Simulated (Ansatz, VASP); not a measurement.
# Cross-check of KCl (Sylvite) between VASP and Ansatz

One calculation is typed for both programs; each brings its own data sets and cutoff. How far apart do they land? The cell is taken from a series of VASP runs on this material, whose earlier steps may have relaxed, scaled or displaced it; both programs get it as it stands.

Calculated with Ansatz 0.2.0; plane waves, with VASP 6.6.1 beside it; relaxation of cell and atoms at LDA.

## Step 1: The starting structure

It takes space group Fm-3m (No. 225, cubic). The conventional cell has a = 6.082 Å, b = 6.082 Å, c = 6.082 Å, α = 90.00°, β = 90.00°, γ = 90.00°. Nearest to K lie 6 Cl at 3.04 Å. Cl has 6 K at 3.04 Å nearest. Farther neighbours and most contacts between anions are not listed.

## Step 2: Ansatz: relaxation of cell and atoms, LDA

Ansatz runs on its default PAW (the set named soft_2) files.

The relaxed volume is the usual yardstick between codes: its relative difference is about their pressure difference at one cell divided by the bulk modulus.

Input file input.yaml:

```yaml
crystal:
  lattice:
    - [0.0, 3.0409921735, 3.0409921735]
    - [3.0409921735, 0.0, 3.0409921735]
    - [3.0409921735, 3.0409921735, 0.0]
  atoms:
    - { symbol: K, position: [0.0, 0.0, 0.0] }
    - { symbol: Cl, position: [0.5, 0.5, 0.5] }
hamiltonian:
  xc: lda
  pseudopotentials: { kind: paw }
kpoints:
  mp_grid: { grid: [6, 6, 6] }
scf:
  occupations: { method: gaussian, width: 0.03 }
relax:
  f_tol: 0.01
  max_steps: 60
  cell: { stress_tol: 0.05 }
output:
  forces: true
  stress: true
```

On the command line:

```console
$ ansatz run input.yaml --threads 4 --pin off --max-ram 9216MiB --backend cpu --events-out ev --progress --plain --runs-dir out
```

Numbers of over 12 decimals in the logs are rounded to 6 here.

The program printed:

```text
Engine: ansatz 0.2.0, aarch64-unknown-linux-gnu
Pseudopotentials: kind: paw
Pseudopotential: K, paw, valence charge 9, recommended cutoff 420 eV (normal), K.paw.azcp
Pseudopotential: Cl, paw, valence charge 7, recommended cutoff 420 eV (normal), Cl.paw.azcp
Functional definition: SPW92
  exchange = slater_x
  correlation = pw_c
Crystal: 2 atoms, lattice volume = 56.244 Å³
Basis set: ecut = 420 eV, 1067 PW (Γ)
Bands: 12, of which v1, the nominal top of the filled ones, is band 8 counted from 1 (7 counted from 0)
Symmetry: 48 space group operations
Space group: Fm-3m (ITA 225), of the structure as read, at distance tolerance 3.8e-5 Å
k-points: 16 of 216
Non-local potential: K, projectors of the file, l = 0: 3, l = 1: 2, l = 2: 2
Non-local potential: Cl, projectors of the file, l = 0: 2, l = 1: 2, l = 2: 2
PAW form: soft (Blöchl's): semilocal exchange-correlation on the pseudo side does not see the compensation charge
PAW frozen core: K, regenerated for the run's functional, and the local potential with it (the file was generated under x = pbe(κ = 0.804, μ = 0.219515), c = pbe(β = 0.066725))
PAW frozen core: Cl, regenerated for the run's functional, and the local potential with it (the file was generated under x = pbe(κ = 0.804, μ = 0.219515), c = pbe(β = 0.066725))
PAW one-centre angular grid: K, 110 points (default); XC on 64 Gauss nodes
PAW one-centre angular grid: Cl, 110 points (default); XC on 64 Gauss nodes
Initial density: superposition of atomic densities (neutral atoms: chi_scale 0, normalization atom), corrected by the library's trained network
Initial wavefunctions: pseudopotential atomic-orbital guess
Functional: x = slater, c = lda
SCF iter   1: F=—  HF=-2544.300674 eV  |F-HF|=—  |Δ(HF+E_count)|=         —  Δρ=6.57e-3  dr2=2.33e-2  ethr=1.77e-3  ⟨swp⟩=6.1  Hψ=1224  notcnv=0
preconditioner: auto → none  [insulator: Δε(μ)=4.984 eV  Ē_g=15.084 eV  σ=0.030 eV  W_gap=1.00  n_scr=14 (ndim 8)  ℏωp=18.5 eV  f_vac=0.068  D(μ)=0.00/eV (n_scr^D=0)  ε∞_Penn≈2.5]
SCF iter   2: F=—  HF=-2544.292610 eV  |F-HF|=—  |Δ(HF+E_count)|=   8.06e-3  Δρ=2.97e-3  dr2=2.15e-3  ethr=1.46e-4  ⟨swp⟩=2.4  Hψ=448  notcnv=0
SCF iter   3: F=—  HF=-2544.291969 eV  |F-HF|=—  |Δ(HF+E_count)|=   6.41e-4  Δρ=9.76e-4  dr2=2.99e-4  ethr=1.34e-5  ⟨swp⟩=2.0  Hψ=304  notcnv=0
SCF iter   4: F=—  HF=-2544.291880 eV  |F-HF|=—  |Δ(HF+E_count)|=   8.85e-5  Δρ=8.83e-5  dr2=3.40e-6  ethr=1.87e-6  ⟨swp⟩=2.4  Hψ=280  notcnv=0
SCF iter   5: F=—  HF=-2544.291878 eV  |F-HF|=—  |Δ(HF+E_count)|=   2.56e-6  Δρ=1.65e-5  dr2=3.47e-8  ethr=2.12e-8  ⟨swp⟩=3.0  Hψ=311  notcnv=0
SCF iter   6: F=-2544.291878 eV  HF=-2544.291878 eV  |F-HF|=1.79e-10  |Δ(HF+E_count)|=   9.90e-9  Δρ=8.97e-7  dr2=3.43e-10  ethr=2.17e-10  ⟨swp⟩=1.7  Hψ=588  notcnv=0
SCF 1 converged in 6 iterations: F = -2544.291878 eV  dr2 = 3.43e-10
  greatest PAW one-centre occupation: 0.985 electrons in one spin orbital (limit 2), on the K atom at site 0 (counted from 0), in its partial waves of l = 0
relax step   1: F+E_penalty+E_count = -2544.29187765 eV  Δ(F+E_penalty+E_count) = +0.000e0 eV  max|allowed force component| = 2.012e-29 eV/Å  Δτ_max = 0.0000 Å  P = -0.069 GPa  Ω = 56.244 Å³  (6 SCF iters, dr2 threshold 1.00e-7 eV, accepted)
[...]
relax step   2: F+E_penalty+E_count = -2544.29191084 eV  Δ(F+E_penalty+E_count) = -3.319e-5 eV  max|allowed force component| = 2.136e-30 eV/Å  Δτ_max = 0.0000 Å  P = -0.022 GPa  Ω = 56.136 Å³  energy of the carried Pulay correction = +2.524e-6 eV  (4 SCF iters, dr2 threshold 1.17e-8 eV, accepted)
[...]
relax step   3: F+E_penalty+E_count = -2544.29190695 eV  Δ(F+E_penalty+E_count) = +3.885e-6 eV  max|allowed force component| = 3.747e-30 eV/Å  Δτ_max = 0.0000 Å  P = -0.022 GPa  Ω = 56.136 Å³  stress off target by 2.22e-2 GPa  SCF on the basis re-selected at this cell (its energy is not comparable with the rows above)  (4 SCF iters)
basis re-selected at this cell: Δ(F+E_penalty+E_count) = +3.885e-6 eV, ΔP = -0.000 GPa vs the last step (what re-selecting the basis moved, of the pressure what is left beyond the Pulay correction that the steps carried, after the strain that the cell walked since its last selection, with what the two solves' SCF thresholds leave and, on support functions, any second-order correction that the steps lacked; it is no m [...]
SCF converged after 4 iterations
Free energy (F): -2544.291907 eV
Harris-Foulkes:  -2544.291907 eV  (|F-HF|=6.82e-12)
Internal energy: -2544.291907 eV  (E = F + TS)
E sigma→0 (E₀):  -2544.291907 eV
Fermi energy:    3.890470 eV
--- Per-component energies (eV) ---
  E_band       = -121.585660
  E_kinetic    = 416.111959
  E_local      = -791.756527  (includes V_loc(G=0)·N_el)
  E_nonlocal   = 45.649810
  E_hartree    = 261.582342
  E_xc         = -239.640222
  E_vxc        = -285.971486  (∫ρ·V_xc dr)
  E_paw        = -1368.006845  (= ΣΔE_a)
  E_vpaw       = -28.784130  (= ΣTr[D̂ρ^β])
  E_aug_tail   = 0.000096  (compensation charges beyond the density's cutoff)
  E_ewald      = -868.680511
  E_core_change = 0.447992  (= ΣΔE_core)
  E_smearing   = -0.000000  (= −TS)
  E_closure    = 0.000000  (closes the sum)
  Σ components = -2544.291907   (vs F -2544.291907, Δ=0.00e0)
--- Forces (eV/Å), atoms counted from 1 ---
  atom   1  K     -0.00000000     0.00000000     0.00000000
  atom   2  Cl     0.00000000    -0.00000000    -0.00000000
  max |Σ_I F_I| component: 5.65e-30 eV/Å
--- Stress (GPa, compression-positive) ---
       -0.022158      -0.000000      -0.000000
       -0.000000      -0.022158      -0.000000
       -0.000000      -0.000000      -0.022158
  P = ⅓ Tr σ = -0.0222 GPa (-0.222 kbar)
--- Relaxed structure (2 steps of the walk, 2 accepted, 1 SCFs on fresh bases) ---
  F+E_penalty+E_count = -2544.29190695 eV   max|allowed force component| = 3.747e-30 eV/Å   (the final SCF, on the basis selected at the relaxed cell)
  cell:  # Å, volume = 56.1356 Å³
    - [0, 3.039038, 3.039038]
    - [3.039038, 0.0, 3.039038]
    - [3.039038, 3.039038, 0]
  atoms:
    - { symbol: K, position: [0, 0, 0] }
    - { symbol: Cl, position: [0.5, 0.5, 0.5] }
```

Elapsed: 0.63 s, on 4 threads of Arm Neoverse V2, shared host; peak memory 0.29 GiB; 1.8 s of CPU time.

## Step 3: VASP: relaxation of cell and atoms, LDA

The same cell, functional (in two slightly different forms), mesh and smearing now go to VASP, with its own data sets and cutoff.

Lines of VASP's logs that name or quote its potential files are left out, and so is its time.

Input file INCAR:

```
SYSTEM = KCl
PREC = Accurate
ENCUT = 450
EDIFF = 1E-06
NELM = 100
ISMEAR = 0
SIGMA = 0.03
LREAL = .FALSE.
ALGO = Normal
GGA = CA
NBANDS = 14
LORBIT = 11
LWAVE = .FALSE.
LCHARG = .FALSE.
KPAR = 4
IBRION = 2
NSW = 50
ISIF = 3
EDIFFG = -0.006
```

Input file POSCAR:

```
KCl
1.0
    0.0000000000      3.0409921735      3.0409921735
    3.0409921735      0.0000000000      3.0409921735
    3.0409921735      3.0409921735      0.0000000000
K Cl
1 1
Direct
    0.0000000000      0.0000000000      0.0000000000
    0.5000000000      0.5000000000      0.5000000000
```

Input file KPOINTS:

```
Automatic mesh
0
Gamma
6 6 6
0 0 0
```

PAW data sets: K_sv and Cl (LDA family, release 64).

On the command line:

```console
$ mpirun -np 4 vasp_std
```

The program printed:

```text
[banner, memory and clock lines left out]
running    4 mpi-ranks, on    1 nodes
 distrk:  each k-point on    1 cores,    4 groups
 distr:  one band on    1 cores,    1 groups

 POSCAR found type information on POSCAR K Cl
 POSCAR found :  2 types and       2 ions
 LDA part: xc-table for (Slater(with rela. corr.)+CA(PZ))
 , standard interpolation
 POSCAR, INCAR and KPOINTS ok, starting setup
 FFT: planning ... GRIDC
 FFT: planning ... GRID_SOFT
 FFT: planning ... GRID
 WAVECAR not read
 entering main loop
       N       E                     dE             d eps       ncg     rms          rms(c)
DAV:   1     0.100136027417E+03    0.10014E+03   -0.67427E+03   448   0.946E+02
DAV:   2    -0.183175335520E+01   -0.10197E+03   -0.94801E+02   586   0.259E+02
DAV:   3    -0.746628133439E+01   -0.56345E+01   -0.56056E+01   610   0.513E+01
DAV:   4    -0.768035286358E+01   -0.21407E+00   -0.21400E+00   676   0.937E+00
DAV:   5    -0.768239609740E+01   -0.20432E-02   -0.20432E-02   604   0.952E-01    0.415E+00
DAV:   6    -0.743294660948E+01    0.24945E+00   -0.38784E-01   526   0.352E+00    0.330E+00
DAV:   7    -0.740775129961E+01    0.25195E-01   -0.71093E-02   600   0.169E+00    0.183E+00
DAV:   8    -0.740750320536E+01    0.24809E-03   -0.10929E-02   612   0.847E-01    0.212E-01
DAV:   9    -0.740750988593E+01   -0.66806E-05   -0.49009E-04   614   0.133E-01    0.716E-02
DAV:  10    -0.740759542179E+01   -0.85536E-04   -0.56916E-05   512   0.570E-02    0.616E-03
DAV:  11    -0.740759629854E+01   -0.87674E-06   -0.22288E-06   566   0.114E-02
   1 F= -.74075963E+01 E0= -.74075963E+01  d E =-.740760E+01
 curvature:   0.00 expect dE= 0.000E+00 dE for cont linesearch  0.000E+00
 trial: gam= 0.00000 g(F)=  0.179E-60 g(S)=  0.172E-05 ort = 0.000E+00 (trialstep = 0.100E+01)
 search vector abs. value=  0.172E-05
 reached required accuracy - stopping structural energy minimisation
```

Parts of OUTCAR (step 3):

```text
ion  position               nearest neighbor table
   1  0.000  0.000  0.000-   2 3.04   2 3.04   2 3.04   2 3.04   2 3.04   2 3.04
   2  0.500  0.500  0.500-   1 3.04   1 3.04   1 3.04   1 3.04   1 3.04   1 3.04

  LATTYP: Found a face centered cubic cell.
 ALAT       =     6.0819843470

 Subroutine GETGRP returns: Found 48 space group operations
 (whereof 48 operations were pure point group operations)

The static configuration has the point symmetry O_h .

 Found     16 irreducible k-points:

   k-points           NKPTS =     16   k-points in BZ     NKDIM =     16   number of bands    NBANDS=     14

   dimension x,y,z NGX =    30 NGY =   30 NGZ =   30
   dimension x,y,z NGXF=    60 NGYF=   60 NGZF=   60

   ENCUT  =  450.0 eV  33.07 Ry    5.75 a.u.   7.44  7.44  7.44*2*pi/ulx,y,z

   NELECT =      16.0000    total number of electrons

 k-points in reciprocal lattice and weights: Automatic mesh
   0.00000000  0.00000000  0.00000000       0.005
   0.16666667  0.00000000  0.00000000       0.037
   0.33333333  0.00000000  0.00000000       0.037
   0.50000000  0.00000000  0.00000000       0.019
   0.16666667  0.16666667  0.00000000       0.028
   0.33333333  0.16666667  0.00000000       0.111
   0.50000000  0.16666667  0.00000000       0.111
  -0.33333333  0.16666667  0.00000000       0.111
  -0.16666667  0.16666667  0.00000000       0.056
[...]
-0.33333333  0.33333333  0.16666667       0.111
  -0.33333333  0.50000000  0.16666667       0.056

 average (electrostatic) potential at core
       1 -35.1670       2 -98.1015

 E-fermi :  -1.4637

 k-point     1 :       0.0000    0.0000    0.0000
  band No.  band energies     occupation
    ...
      4     -11.9442      2.00000
      5     -11.9442      2.00000
      6      -1.6357      2.00000
      7      -1.6357      2.00000
      8      -1.6357      2.00000
      9       3.4687      0.00000
     10       6.4744      0.00000
     11       6.4744      0.00000
     12       6.4744      0.00000
     13       7.4738      0.00000
    ...

 k-point     2 :       0.1667    0.0000    0.0000
  band No.  band energies     occupation
    ...
      4     -11.9475      2.00000
      5     -11.8573      2.00000
      6      -2.0416      2.00000
      7      -1.7541      2.00000
      8      -1.7541      2.00000
      9       4.1860      0.00000
     10       6.3001      0.00000
     11       6.8617      0.00000
     12       6.8617      0.00000
     13       7.9206      0.00000
    ...

 k-point     3 :       0.3333    0.0000    0.0000
  band No.  band energies     occupation
    ...
      4     -11.9541      2.00000
      5     -11.6966      2.00000
      6      -2.6910      2.00000
      7      -1.9747      2.00000
      8      -1.9747      2.00000
      9       5.4077      0.00000
     10       6.5279      0.00000
     11       7.9185      0.00000
     12       7.9185      0.00000
     13       9.0358      0.00000
    ...

  Total        0.0048800      0.0048800      0.0048800      0.0000000      0.0000000      0.0000000
  in kB        0.1390115      0.1390115      0.1390115      0.0000000      0.0000000      0.0000000
  external PRESSURE =       0.1390115 kB  Pullay stress =       0.0000000 kB

  energy-cutoff  :      450.00
  volume of cell :       56.24
      direct lattice vectors                 reciprocal lattice vectors
     0.000000000  3.040992173  3.040992173    -0.164420022  0.164420022  0.164420022
     3.040992173  0.000000000  3.040992173     0.164420022 -0.164420022  0.164420022
     3.040992173  3.040992173  0.000000000     0.164420022  0.164420022 -0.164420022

 POSITION                                       TOTAL-FORCE (eV/Angst)
 -----------------------------------------------------------------------------------
      0.00000      0.00000      0.00000         0.000000      0.000000      0.000000
      3.04099      3.04099      3.04099        -0.000000     -0.000000     -0.000000
 -----------------------------------------------------------------------------------
    total drift:                                0.000000      0.000000      0.000000

  FREE ENERGIE OF THE ION-ELECTRON SYSTEM (eV)
  ---------------------------------------------------
  free  energy   TOTEN  =        -7.4075962985 eV

  energy  without entropy=       -7.4075962985  energy(sigma->0) =       -7.40759630

 reached required accuracy - stopping structural energy minimisation

 total charge
# of ion       s       p       d       tot
------------------------------------------
    1        1.959   5.567   0.035   7.560
    2        1.585   3.550   0.000   5.135
--------------------------------------------------
tot          3.544   9.117   0.035  12.695

[... 3 further parts left out ...]
```

CONTCAR:

```
KCl
   1.00000000000000
     0.0000000000000000    3.0409921734999998    3.0409921734999998
     3.0409921734999998    0.0000000000000000    3.0409921734999998
     3.0409921734999998    3.0409921734999998    0.0000000000000000
  K               Cl
     1     1
Direct
     0.0000000000000000    0.0000000000000000    0.0000000000000000
     0.5000000000000000    0.5000000000000000    0.5000000000000000
```

## Step 4: Differences

Known differences besides the potentials themselves: the two LDA forms differ slightly; both relaxations stop at a tolerance, which leaves soft axes loose, and VASP keeps its plane-wave basis; the cutoff is 420 eV in Ansatz and 450 eV in VASP; VASP's log shows a relativistic correction to its local exchange, Ansatz's none; Ansatz adds a Pulay correction to the stress that steers its cell, VASP none. Total energies have different zeros and are not compared.

Compared:

| quantity | Ansatz | VASP | difference |
| --- | --- | --- | --- |
| volume (Å³) | 56.14 | 56.24 | -0.19 % |
| edge a after relaxation, in the typed setting (Å) | 4.298 | 4.301 | -0.07 % |

The walks stopped with -0.02 GPa left in Ansatz and 0.01 GPa in VASP; each walk ends within a tolerance, so the volume difference is uncertain by about these residues over the bulk modulus, most in soft cells.

## Step 5: What came out

| Quantity | Value |
| --- | --- |
| difference in volume (relaxation of cell and atoms, LDA) | -0.19 % |

What this shows: The difference in volume is -0.19 % (relaxation of cell and atoms, LDA), within the 1.2 % picked in this series as the mark of a large difference, as far as the stopping tolerances let one tell. Such differences can come from data sets, numerical settings and the points named under the comparisons, not from the functional's error against experiment.

[Lines on the potential files, build, host, timing and source positions are cut from VASP's logs without a mark.]

[Logs are printed without paths, hosts, clocks, repeated set-up lines and the standing remarks that a program may print on its own settings, such as how far it seeks lower states.]

[Hosts, paths, dates, database ids (printed as entryN), source tags and the programs' standing remarks are cut or masked in the printed files.]
